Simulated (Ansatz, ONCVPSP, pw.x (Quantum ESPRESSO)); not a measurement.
pw.x on fcc Mo: one setting changed

Potential: optimised norm-conserving Vanderbilt (ONCV), ONCVPSP 4.0.1.1 (patched build), PBE; core [Ar] 3d10, reference 4s2 4p6 4d5 5s0.75; waves: 4s+5s: rc 1.95 bohr, ncon 4, nbas 7, qcut 5.5 1/bohr, 2 projectors; 4p: rc 1.60 bohr, ncon 5, nbas 9, qcut 7.9 1/bohr, 2 projectors, debl 2.9 Ha; 4d: rc 1.95 bohr, ncon 5, nbas 9, qcut 8.6 1/bohr, 2 projectors, debl 3.7 Ha; f scattering state at 0.27 Ha: rc 1.75 bohr, ncon 4, nbas 8, qcut 7.3 1/bohr, 2 projectors, debl 0.4 Ha; local part: polynomial inside 1.00 bohr (lpopt 5, dvloc0 -1 Ha); core correction: none.

The reference run (k-mesh 14³, cutoffs 70/280 Ry, Fermi–Dirac 0.01 Ry, mixing_beta 0.4, conv_thr 1e-9, no spin) gives 0.31 GPa at 16.027 Å³/atom, where all-electron LAPW gives 0.44 GPa. This run, with its own iteration cap, changes degauss to 1e-05, a wrong or extreme entry chosen on purpose.

```
&control
  calculation='scf', prefix='x', pseudo_dir='./', outdir='./tmp', tstress=.true., disk_io='none'
/
&system
  ibrav=0, nat=1, ntyp=1, ecutwfc=70, ecutrho=280, nbnd=15,
  occupations='smearing', smearing='fd', degauss=1e-05
/
&electrons
  conv_thr=1e-09, mixing_beta=0.4, electron_maxstep=70
/
ATOMIC_SPECIES
Mo 1.0 Mo.UPF
CELL_PARAMETERS angstrom
  0.00000000 2.00112437 2.00112437
  2.00112437 0.00000000 2.00112437
  2.00112437 2.00112437 0.00000000
ATOMIC_POSITIONS crystal
Mo 0.0000 0.0000 0.0000
K_POINTS automatic
14 14 14 0 0 0
```

```bash
pw.x < Mo.scf.in > Mo.scf.out
```

Q: How does the run end?

A: It converges in 8 iterations; the free energy moves by +38.2 meV/atom and the pressure by -0.64 GPa. With next to no smearing the run approaches the zero-width result on this mesh, which converges more slowly with k-points.

```
Message from routine setup:
     using ibrav=0 with symmetry is DISCOURAGED, use correct ibrav instead
     lattice parameter (alat)  =       5.3480  a.u.
     unit-cell volume          =     108.1556 (a.u.)^3
     number of electrons       =        14.00
     number of Kohn-Sham states=           15
     kinetic-energy cutoff     =      70.0000  Ry
     charge density cutoff     =     280.0000  Ry
     scf convergence threshold =      1.0E-09
     Exchange-correlation= PBE
     number of k points=   104  Fermi-Dirac smearing, width (Ry)=  0.0000
     iteration #  1     ecut=    70.00 Ry     beta= 0.40
     total energy              =    -137.20122655 Ry
     estimated scf accuracy    <       0.27775928 Ry
     iteration #  2     ecut=    70.00 Ry     beta= 0.40
     total energy              =    -137.21958417 Ry
     estimated scf accuracy    <       0.02171088 Ry
     iteration #  3     ecut=    70.00 Ry     beta= 0.40
     total energy              =    -137.22340652 Ry
     estimated scf accuracy    <       0.00111890 Ry
     [... 2 iterations left out ...]
     iteration #  6     ecut=    70.00 Ry     beta= 0.40
     total energy              =    -137.22352755 Ry
     estimated scf accuracy    <       0.00000046 Ry
     iteration #  7     ecut=    70.00 Ry     beta= 0.40
     total energy              =    -137.22352757 Ry
     estimated scf accuracy    <       0.00000004 Ry
     iteration #  8     ecut=    70.00 Ry     beta= 0.40
     the Fermi energy is    20.2009 ev
!    total energy              =    -137.22352758 Ry
     estimated scf accuracy    <          1.8E-10 Ry
     smearing contrib. (-TS)   =      -0.00000005 Ry
     The total energy is F=E-TS. E is the sum of the following terms:
     one-electron contribution =     -21.52568767 Ry
     hartree contribution      =      18.81965302 Ry
     xc contribution           =     -15.70026843 Ry
     ewald contribution        =    -118.81722445 Ry
     convergence has been achieved in   8 iterations
          total   stress  (Ry/bohr**3)                   (kbar)     P=       -3.30
     Message from routine punch:
     Nothing written, as per user request (disk_io='none')
```

The run took about 38 s on one core of a shared host (Neoverse-N1, 64 threads, 124 GiB, load 48).
